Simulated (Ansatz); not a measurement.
**Cu(100) / 1 layer Rh(100) / Cu(100): resistance against film thickness**

Aim: what a thin film of another metal adds to the resistance, first Cu(100) / 1 layer Rh(100) / Cu(100).

Calculated with Ansatz 0.2.0; Ansatz plane-wave DFT, PBE, PAW files; ballistic transport by layer matching (Landauer), zero bias; PAW set soft_1.

## (1) The structure

The cell holds 12 atoms: 11 Cu and 1 Rh. Its edges and angles: a = 2.556 Å, b = 2.556 Å, c = 21.987 Å, α = 90.0°, β = 90.0°, γ = 90.0°. It derives from Cu and Rh. Regions: lead, 11 atoms (11 Cu); films, 1 atom (1 Rh). The structure is stacked along c, and the current runs across the ab planes.

## (2) With 1 layer

The film is laid into the lead at the lead's in-plane lattice, and the cell closes on the lead's own image. The mesh across the current, 28×28, is finer than the density's, because channels open and close sharply across the zone. Energies from -1 to 1 eV in steps of 0.036 eV cover the slope of the Fermi function at 300 K, so the program can form a conductance.

The input, input.yaml:

```yaml
crystal:
  lattice:
    - [2.5561627297, 0.0, 0.0]
    - [0.0, 2.5561627297, 0.0]
    - [0.0, 0.0, 21.9869123773]
  atoms:
    - { symbol: Cu, position: [0.0, 0.0, 0.0411035431] }
    - { symbol: Cu, position: [0.5, 0.5, 0.1233106292] }
    - { symbol: Cu, position: [0.0, 0.0, 0.2055177154] }
    - { symbol: Cu, position: [0.5, 0.5, 0.2877248015] }
    - { symbol: Cu, position: [0.0, 0.0, 0.3699318877] }
    - { symbol: Rh, position: [0.5, 0.5, 0.4588964569] }
    - { symbol: Cu, position: [0.0, 0.0, 0.5478610262] }
    - { symbol: Cu, position: [0.5, 0.5, 0.6300681123] }
    - { symbol: Cu, position: [0.0, 0.0, 0.7122751985] }
    - { symbol: Cu, position: [0.5, 0.5, 0.7944822846] }
    - { symbol: Cu, position: [0.0, 0.0, 0.8766893708] }
    - { symbol: Cu, position: [0.5, 0.5, 0.9588964569] }
kpoints:
  mp_grid: { grid: [15, 15, 2] }
hamiltonian:
  xc: pbe
  pseudopotentials: { kind: paw, azcp: { folder: soft_1 } }
scf:
  occupations: { method: fermi_dirac, width: 0.1 }
output:
  transmission: { leads: [[0, 1]], kmesh: [28, 28], e_range: [-1.0, 1.0], de: 0.036 }
  write_potential: true
  write_density: true
  volumetric_format: npy
  elf: true
```

On the command line:

```console
$ ansatz run input.yaml --threads 4 --pin off --max-ram 15360MiB --backend cpu --events-out ev --progress --plain --runs-dir out
```

Numbers of over 12 decimals in the logs are rounded to 6 here.

The program printed:

```text
Engine: ansatz 0.2.0, x86_64-unknown-linux-gnu
Pseudopotentials: kind: paw
Pseudopotential: Cu, paw, valence charge 19, recommended cutoff 420 eV (normal), soft_1/Cu.paw.azcp
Pseudopotential: Rh, paw, valence charge 17, recommended cutoff 420 eV (normal), soft_1/Rh.paw.azcp
Functional definition: PBE
  parameter kappa = 0.804
  parameter beta = 0.066725
  exchange = pbe_x(kappa = kappa, mu = beta*pi^2/3)
  correlation = pbe_c(beta = beta)
Crystal: 12 atoms, lattice volume = 143.662 Å³
Basis set: ecut = 420 eV, 2821 PW (Γ)
Bands: 136, of which v1, the nominal top of the filled ones, is band 113 counted from 1 (112 counted from 0)
Symmetry: 16 space group operations
Space group: P4/mmm (ITA 123), of the structure as read, at distance tolerance 5.2e-5 Å
k-points: 72 of 450
Non-local potential: Cu, projectors of the file, l = 0: 3, l = 1: 2, l = 2: 3, l = 3: 1
Non-local potential: Rh, projectors of the file, l = 0: 3, l = 1: 2, l = 2: 2, l = 3: 1
PAW form: soft (Blöchl's): semilocal exchange-correlation on the pseudo side does not see the compensation charge
PAW one-centre angular grid: Cu, 590 points (default); XC on 64 Gauss nodes
PAW one-centre angular grid: Rh, 590 points (default); XC on 64 Gauss nodes
Initial density: superposition of atomic densities (chi_scale 0.1, normalization cell, long waves of neutral atoms (reshape's long-wave potential 6.11 eV rms, cloud 2.74 Å wide))
Initial wavefunctions: pseudopotential atomic-orbital guess
Functional: x = pbe(κ = 0.804, μ = 0.219515), c = pbe(β = 0.066725)
SCF iter   1: F=—  HF=-79291.299479 eV  |F-HF|=—  |Δ(HF+E_count)|=         —  Δρ=2.33e-1  dr2=1.62e2  ethr=3.10e-3  ⟨swp⟩=4.3  Hψ=28705  notcnv=0  defer=179
preconditioner: auto → Kerker (q_TF=auto, 2.942 Å⁻¹)  [metal: Δε(μ)=0.008 eV  Ē_g=9.335 eV  σ=0.100 eV  W_gap=0.02  n_scr=64 (ndim 8)  ℏωp=35.3 eV  f_vac=0.000  D(μ)=5.55/eV (n_scr^D=46)]
SCF iter   2: F=—  HF=-79282.077281 eV  |F-HF|=—  |Δ(HF+E_count)|=    9.22e0  Δρ=8.04e-2  dr2=4.81e1  ethr=3.10e-3  ⟨swp⟩=2.7  Hψ=19362  notcnv=0  defer=756
SCF iter   3: F=—  HF=-79280.278454 eV  |F-HF|=—  |Δ(HF+E_count)|=    1.80e0  Δρ=5.59e-2  dr2=4.92e0  ethr=3.10e-3  ⟨swp⟩=2.5  Hψ=16953  notcnv=0  defer=769
SCF iter   4: F=—  HF=-79279.728047 eV  |F-HF|=—  |Δ(HF+E_count)|=   5.50e-1  Δρ=1.41e-2  dr2=1.20e0  ethr=2.18e-3  ⟨swp⟩=2.0  Hψ=13210  notcnv=0  defer=785
SCF iter   5: F=—  HF=-79279.785980 eV  |F-HF|=—  |Δ(HF+E_count)|=   5.79e-2  Δρ=7.18e-3  dr2=2.17e-1  ethr=5.29e-4  ⟨swp⟩=2.4  Hψ=13362  notcnv=0  defer=799
SCF iter   6: F=—  HF=-79279.786975 eV  |F-HF|=—  |Δ(HF+E_count)|=   9.96e-4  Δρ=9.00e-3  dr2=2.10e-1  ethr=9.58e-5  ⟨swp⟩=2.0  Hψ=16825  notcnv=0  defer=799
SCF iter   7: F=—  HF=-79279.769508 eV  |F-HF|=—  |Δ(HF+E_count)|=   1.75e-2  Δρ=3.05e-3  dr2=8.57e-2  ethr=9.30e-5  ⟨swp⟩=1.0  Hψ=9636  notcnv=0  defer=799
SCF iter   8: F=—  HF=-79279.768828 eV  |F-HF|=—  |Δ(HF+E_count)|=   6.81e-4  Δρ=1.11e-3  dr2=1.04e-2  ethr=3.79e-5  ⟨swp⟩=1.0  Hψ=9185  notcnv=0  defer=799
SCF iter   9: F=—  HF=-79279.768645 eV  |F-HF|=—  |Δ(HF+E_count)|=   1.83e-4  Δρ=8.93e-4  dr2=7.45e-3  ethr=4.62e-6  ⟨swp⟩=1.0  Hψ=8988  notcnv=0  defer=799
SCF iter  10: F=—  HF=-79279.768514 eV  |F-HF|=—  |Δ(HF+E_count)|=   1.31e-4  Δρ=2.33e-4  dr2=3.48e-4  ethr=3.30e-6  ⟨swp⟩=1.0  Hψ=8988  notcnv=0  defer=799
SCF iter  11: F=—  HF=-79279.768515 eV  |F-HF|=—  |Δ(HF+E_count)|=   5.63e-7  Δρ=9.63e-5  dr2=6.43e-5  ethr=1.54e-7  ⟨swp⟩=1.1  Hψ=9000  notcnv=0  defer=799
SCF iter  12: F=—  HF=-79279.768527 eV  |F-HF|=—  |Δ(HF+E_count)|=   1.26e-5  Δρ=2.76e-5  dr2=5.52e-6  ethr=2.85e-8  ⟨swp⟩=1.1  Hψ=9223  notcnv=0  defer=799
SCF iter  13: F=—  HF=-79279.768527 eV  |F-HF|=—  |Δ(HF+E_count)|=   1.34e-7  Δρ=2.09e-5  dr2=7.12e-7  ethr=2.44e-9  ⟨swp⟩=2.3  Hψ=12051  notcnv=0  defer=799
SCF iter  14: F=—  HF=-79279.768527 eV  |F-HF|=—  |Δ(HF+E_count)|=   8.73e-8  Δρ=9.60e-6  dr2=1.02e-7  ethr=3.15e-10  ⟨swp⟩=2.0  Hψ=16498  notcnv=0  defer=799
SCF iter  15: F=-79279.768527 eV  HF=-79279.768527 eV  |F-HF|=2.09e-8  |Δ(HF+E_count)|=   1.55e-8  Δρ=2.40e-6  dr2=2.21e-8  ethr=4.42e-11  ⟨swp⟩=7.9  Hψ=31994  notcnv=0
SCF 1 converged in 15 iterations: F = -79279.768527 eV  dr2 = 2.21e-8
  greatest PAW one-centre occupation: 1.000 electrons in one spin orbital (limit 2), on the Rh atom at site 5 (counted from 0), in its partial waves of l = 0
transmission: 432 of 4320 steps passed
transmission: 864 of 4320 steps passed
[...]
transmission: 4320 of 4320 steps passed
SCF converged after 15 iterations
Free energy (F): -79279.768527 eV
Harris-Foulkes:  -79279.768527 eV  (|F-HF|=2.09e-8)
Internal energy: -79279.583162 eV  (E = F + TS)
E sigma→0 (E₀):  -79279.675844 eV
Entropy (-TS):   -0.185365 eV (-15.447 meV/atom)
Fermi energy:    16.918986 eV
--- Per-component energies (eV) ---
  E_band       = -4095.361070
  E_kinetic    = 3417.769123
  E_local      = -52145.898081  (includes V_loc(G=0)·N_el)
  E_nonlocal   = 10085.712992
  E_hartree    = 22110.188761
  E_xc         = -961.248913
  E_vxc        = -1233.920044  (∫ρ·V_xc dr)
  E_paw        = -23565.913998  (= ΣΔE_a)
  E_vpaw       = -8439.430646  (= ΣTr[D̂ρ^β])
  E_aug_tail   = 0.011335  (compensation charges beyond the density's cutoff)
  E_ewald      = -38220.204382
  E_smearing   = -0.185365  (= −TS)
  E_closure    = -0.000000  (closes the sum)
  Σ components = -79279.768527   (vs F -79279.768527, Δ=0.00e0)
--- Band table (eV; the first three rows and the last of 72) ---
  k-point 0: bands = [... 109 lower, 15.2640, 15.3160, 15.3160, 15.3887, 15.3887, 16.7758, 16.7758, 16.7766, ... 19 higher]
  k-point 1: bands = [... 109 lower, 15.2764, 15.2764, 15.4010, 15.4010, 15.6584, 15.8531, 16.7758, 16.7758, ... 19 higher]
  k-point 2: bands = [... 109 lower, 15.2406, 15.3123, 15.3379, 15.3900, 15.4813, 16.3085, 16.7886, 17.2113, ... 19 higher]
  k-point 71: bands = [... 109 lower, 18.7283, 18.7807, 19.1739, 19.7001, 19.9744, 20.2052, 20.5148, 21.6044, ... 19 higher]
--- Transmission ---
  basis      : 61 plane waves across, 36 finite elements along
  points     : 120, standing for a mesh of 28 x 28
  filling    : by the input's occupations and mesh, since the crystals that have channels conduct as metals do. If one of these is a semiconductor, that mesh has misplaced its level
  energies   : 56 from -1.000000 to 0.980000 eV about the Fermi level, 0.036000 eV apart; the leads are filled to 0.000000 eV, and channels, transmission and decay are at 0.008000 eV
  crystal 0  : Cu1, at the sites [0, 1], period 1.8075 Å, over 19.88 Å; its Hamiltonian steps by up to 0.9 meV
    offset         : up to 0.0000 Å between an atom of the period and one for which it stands
    filled         : 22.0 meV over the level at which it is neutral
    channels       : 9.094388e-1 a spin
    conductance    : 1.0829e15 S/m² at 300 K; may be off by some 0.0 % by where its bands' edges are placed, 3.4 % from the k-mesh, 0.1 % from the distance to neutral
    slowest decay  : 0.0610 /Å at (0.4643, 0.3571)
  junction   : crystal 0 to crystal 0, -0.70 to 19.48 Å
    transmission   : 5.217781e-1 a spin
    conductance    : 6.2226e14 S/m² at 300 K (6.5494e14 on every other point, 6.1957e14 on every other energy)
    error estimate : 0.4 % from the energy spacing and 0.0 % from band edges of the leads and from resonances (wavevectors taken as independent; lower de), 5.6 % from the k-mesh, 0.5 % from the steps of its leads' Hamiltonians or their offsets (lay more layers), 1.7 % from the distance to neutral
    resistance     : 6.8358e-4 Ω µm² beyond half of each lead's own
```

Wall time 1.9 min (4 threads of Intel Xeon Platinum 8375C at 2.90GHz (Ice Lake), shared host); peak memory 1.4 GiB; 7.1 min of CPU time.

In the SCF lines HF is the Harris–Foulkes energy and dr2 the Hartree energy of the density residual, in eV; the loop may stop once dr2 is under the threshold and the program's other checks hold. Hψ counts applications of the Hamiltonian.

This step gave:

* free energy: -79279.7685 eV
* energy at zero smearing: -79279.6758 eV
* Fermi energy: 16.92 eV
* cell area: 6.534 Å²
* step of the lead's potential: 0.9 meV
* ballistic conductance of the lead: 1.08e15 S/m²
* estimated errors of the lead's conductance: 0, 3.4, 0.1 % (band edges, k-mesh, distance from neutral)
* lead conductance per cell: 0.9132 G₀
* conductance of the junction: 6.22e14 S/m²
* junction conductance per cell: 0.5248 G₀
* estimated errors of the junction's conductance: 0.4, 0, 5.6, 0.5, 1.7 % (energy step, band edges, k-mesh, leads' steps, distance from neutral)
* area resistance that the stack adds (contact term taken off, spin by spin): 0.6836 fΩ m²

Per spin. The transmission, zone mean by energy, zero at the Fermi level:

```
energy (eV)  transmission, zone mean
     -1.000                    0.403
     -0.892                    0.405
     -0.820                    0.439
     -0.712                    0.459
     -0.640                    0.437
     -0.532                    0.482
     -0.424                    0.505
     -0.388                    0.510
     -0.352                    0.485
     -0.244                    0.478
     -0.136                    0.480
     -0.064                    0.503
      0.008                    0.522
      0.044                    0.546
      0.116                    0.596
      0.224                    0.614
      0.332                    0.628
      0.404                    0.642
      0.512                    0.656
      0.620                    0.668
      0.692                    0.678
      0.800                    0.699
      0.872                    0.713
      0.980                    0.712
```

Per spin. Open channels, zone mean, lead against energy, zero at the Fermi level:

```
energy (eV)  open channels, zone mean, lead
     -1.000                           0.772
     -0.892                           0.812
     -0.820                           0.828
     -0.712                           0.823
     -0.640                           0.833
     -0.532                           0.864
     -0.424                           0.884
     -0.352                           0.884
     -0.244                           0.879
     -0.136                           0.909
     -0.064                           0.920
      0.008                           0.909
      0.044                           0.930
      0.116                           0.930
      0.224                           0.940
      0.332                           0.930
      0.404                           0.950
      0.512                           0.930
      0.620                           0.950
      0.692                           0.960
      0.800                           0.960
      0.872                           0.960
      0.980                           0.966
```

Transmission over k1 and k2. At 0.0080 eV from the Fermi level.

Ten even steps from '0' (0.00) to '9' (1.00), each cell a mean:
```
0000131000000090000000131000
0001552111113191311111255100
0044543234656090656432345440
0264488889986292689988884462
0021499999998797899999994120
0011399999999999999999993110
0011599999993797399999995110
0011999999615787516999999110
0013778996256777652699877310
0014247894666787666498742410
0777789998877999778899987777
0012137895777797777598731210
0014678994356777653499876410
0011999999525787525999999110
0011699999971797179999996110
0011399999999999999999993110
0021499999998797899999994120
0253489999987393789999984352
0055554345875090578543455550
0001652111115191511111256100
0000241111100191001111142000
0000000000000020000000000000
```
Columns: k1 (b1) from -0.5 to 0.464; rows upwards: k2 (b2) from -0.5 to 0.464.

Open channels over k1 and k2. At 0.0080 eV from the Fermi level.

Ten even steps from '0' (0.00) to '9' (1.86), each cell a mean:
```
0001155555555555555555551100
0025555555555555555555555520
0055555555555555555555555550
0455555555555555555555555554
0555555555555555555555555555
0555555555555555555555555555
7555555555555555555555555555
9555555555555555555555555555
0555555555555555555555555555
0555555555555555555555555555
0555555555555555555555555555
0555555555555555555555555555
0555555555555555555555555555
6555555555555555555555555555
9555555555555555555555555555
0555555555555555555555555555
0555555555555555555555555555
0555555555555555555555555555
0055555555555555555555555550
0035555555555555555555555530
0002255555555555555555552200
0000011119911111119911110000
```
Columns: k1 (b1) from -0.5 to 0.464; rows upwards: k2 (b2) from -0.5 to 0.464.

Electrostatic potential energy in the ca plane at fractional y = 0.500, with atoms of Cu and Rh within 0.2 Å of it. With pseudopotentials it is smooth inside the atoms' cores, unlike the true potential.

Ten even steps from '0' (-53 eV) to '9' (20 eV), each cell a mean:
```
99998899999999899999999988899999999899999999
99975579999997558999999743589999997568999999
99841158999984115899998410269999973126999997
99730038999972003899998300059999961005999996
99830048999983004899998300169999972015999996
99964469999996447999999632479999985347999998
99998899999999889999999876799999998889999999
99999999999999999999999999999999999999999999
```
Columns run along c (16.0 Å, from fractional 0.05 to 0.78 of the cell; values clipped at the 3rd and 97th percentile), rows up along a (2.6 Å). Atoms in or near the plane, at fractional coordinates: Cu at (0.12, 0.50), Cu at (0.29, 0.50), Rh at (0.46, 0.50), Cu at (0.63, 0.50).

Valence density in the ca plane at fractional y = 0.500, with atoms of Cu and Rh within 0.2 Å of it. It is the smooth field of the valence electrons, not physical close to the nuclei.

Ten steps, logarithmic in the rise over the least value, from '0' (0 e/Å³) to '9' (51 e/Å³), each cell a mean:
```
00000000000000000000000011100000000000000000
00013310000001331000000234310000002321000000
00147731000014773000001356520000015762000001
00159951000016995100001467630000027983000002
00158841000015884100001466520000026873000002
00024420000002442000000245410000013431000001
00001100000000110000000122100000001110000000
00000000000000000000000001000000000000000000
```
Columns run along c (16.0 Å, from fractional 0.05 to 0.78 of the cell), rows up along a (2.6 Å). Atoms in or near the plane, at fractional coordinates: Cu at (0.12, 0.50), Cu at (0.29, 0.50), Rh at (0.46, 0.50), Cu at (0.63, 0.50).

ELF in the ca plane at fractional y = 0.500, with atoms of Cu and Rh within 0.2 Å of it. It is the smooth field of the valence electrons, not physical close to the nuclei.

Ten even steps from '0' (0.15) to '9' (0.75), each cell a mean:
```
11110011111110001211111112111101210001211121
11000000111100000111111255411111100000111110
11001100111100110011111588731111000200011100
10007700011000760001112799851111002840011100
11004400111000440011112699841111001520011100
11000000111100000011111367521111100000011110
11100001111110000111111123211111110000111111
11211112111121111210012111112101221012211122
```
Columns run along c (16.0 Å, from fractional 0.05 to 0.78 of the cell), rows up along a (2.6 Å). Atoms in or near the plane, at fractional coordinates: Cu at (0.12, 0.50), Cu at (0.29, 0.50), Rh at (0.46, 0.50), Cu at (0.63, 0.50).

The lead's potential steps by 0.9 meV from period to period, small in itself. The program estimates the junction's conductance to 5.6 % from the k-mesh, 1.7 % from the leads' distance from neutral and 0.5 % from their steps.

By hand: 1/G − 1/G_lead = 1/0.6223 − 1/1.083 = 0.684 fΩ m² with G in 10¹⁵ S/m².

## (3) With 3 layers, k-mesh 15×15×1, film layers 3

The stack now holds 3 film layers; the k-mesh follows the cell, and the energies span -0.27 to 0.27 eV.

System of this step: Cu(100) / 3 layers Rh(100) / Cu(100). The cell holds 14 atoms: 11 Cu and 3 Rh. Its edges and angles: a = 2.556 Å, b = 2.556 Å, c = 26.196 Å, α = 90.0°, β = 90.0°, γ = 90.0°. It derives from Cu and Rh. Regions: lead, 11 atoms (11 Cu); films, 3 atoms (3 Rh). The structure is stacked along c, and the current runs across the ab planes.

The input, input.yaml:

```yaml
crystal:
  lattice:
    - [2.5561627297, 0.0, 0.0]
    - [0.0, 2.5561627297, 0.0]
    - [0.0, 0.0, 26.1961771318]
  atoms:
    - { symbol: Cu, position: [0.0, 0.0, 0.0344989269] }
    - { symbol: Cu, position: [0.5, 0.5, 0.1034967807] }
    - { symbol: Cu, position: [0.0, 0.0, 0.1724946345] }
    - { symbol: Cu, position: [0.5, 0.5, 0.2414924883] }
    - { symbol: Cu, position: [0.0, 0.0, 0.3104903421] }
    - { symbol: Rh, position: [0.5, 0.5, 0.3851598704] }
    - { symbol: Rh, position: [0.0, 0.0, 0.4655010731] }
    - { symbol: Rh, position: [0.5, 0.5, 0.5458422758] }
    - { symbol: Cu, position: [0.0, 0.0, 0.6205118041] }
    - { symbol: Cu, position: [0.5, 0.5, 0.6895096579] }
    - { symbol: Cu, position: [0.0, 0.0, 0.7585075117] }
    - { symbol: Cu, position: [0.5, 0.5, 0.8275053655] }
    - { symbol: Cu, position: [0.0, 0.0, 0.8965032193] }
    - { symbol: Cu, position: [0.5, 0.5, 0.9655010731] }
kpoints:
  mp_grid: { grid: [15, 15, 1] }
hamiltonian:
  xc: pbe
  pseudopotentials: { kind: paw, azcp: { folder: soft_1 } }
scf:
  occupations: { method: fermi_dirac, width: 0.1 }
output:
  transmission:
    leads: [[0, 1]]
    kmesh: [28, 28]
    e_range: [-0.27, 0.27]
    de: 0.036
  write_potential: true
  write_density: true
  volumetric_format: npy
```

The program printed:

```text
[...]
Crystal: 14 atoms, lattice volume = 171.165 Å³
Basis set: ecut = 420 eV, 3379 PW (Γ)
Bands: 156, of which v1, the nominal top of the filled ones, is band 130 counted from 1 (129 counted from 0)
Symmetry: 16 space group operations
[...]
k-points: 36 of 225
[...]
--- Transmission ---
  basis      : 61 plane waves across, 41 finite elements along
  points     : 120, standing for a mesh of 28 x 28
[...]
filled         : 18.5 meV over the level at which it is neutral
    channels       : 9.094388e-1 a spin
[...]
slowest decay  : 0.0554 /Å at (0.4643, 0.3571)
  junction   : crystal 0 to crystal 0, -0.70 to 23.69 Å
    transmission   : 6.029912e-1 a spin
[...]
resistance     : 4.7792e-4 Ω µm² beyond half of each lead's own
[key lines of the parts left out:]
SCF converged after 16 iterations
Free energy (F): -92085.336540 eV
Fermi energy:    17.781239 eV
```

It took 52 s on 4 threads; peak memory 1.3 GiB.

Numbers from this step:

| Property | Result |
| --- | --- |
| free energy | -92085.3365 eV |
| energy at zero smearing | -92085.1908 eV |
| Fermi energy | 17.78 eV |
| step of the lead's potential | 0.6 meV |
| lead conductance per cell | 0.9129 G₀ |
| conductance of the junction | 7.13e14 S/m² |
| junction conductance per cell | 0.6016 G₀ |
| estimated errors of the junction's conductance | 0.1, 0.1, 6.8, 0.4, 0.3 % (energy step, band edges, k-mesh, leads' steps, distance from neutral) |
| area resistance that the stack adds (contact term taken off, spin by spin) | 0.4779 fΩ m² |

Per spin. Transmission, zone mean against energy, zero at the Fermi level:

```
energy (eV)  transmission, zone mean
     -0.270                    0.570
     -0.234                    0.569
     -0.198                    0.588
     -0.162                    0.599
     -0.126                    0.608
     -0.090                    0.607
     -0.054                    0.607
     -0.018                    0.604
      0.018                    0.603
      0.054                    0.592
      0.090                    0.591
      0.126                    0.580
      0.162                    0.568
      0.198                    0.574
      0.234                    0.555
      0.270                    0.555
```

The conductance of the junction is 7.1e14 S/m², 15 % over the 6.2e14 S/m² of the last finished run.

(Continued in part 2 of 2.)

[Logs are printed without paths, hosts, clocks, repeated set-up lines and the standing remarks that a program may print on its own settings, such as how far it seeks lower states.]

[Hosts, paths, dates, database ids (printed as entryN), source tags and the programs' standing remarks are cut or masked in the printed files.]
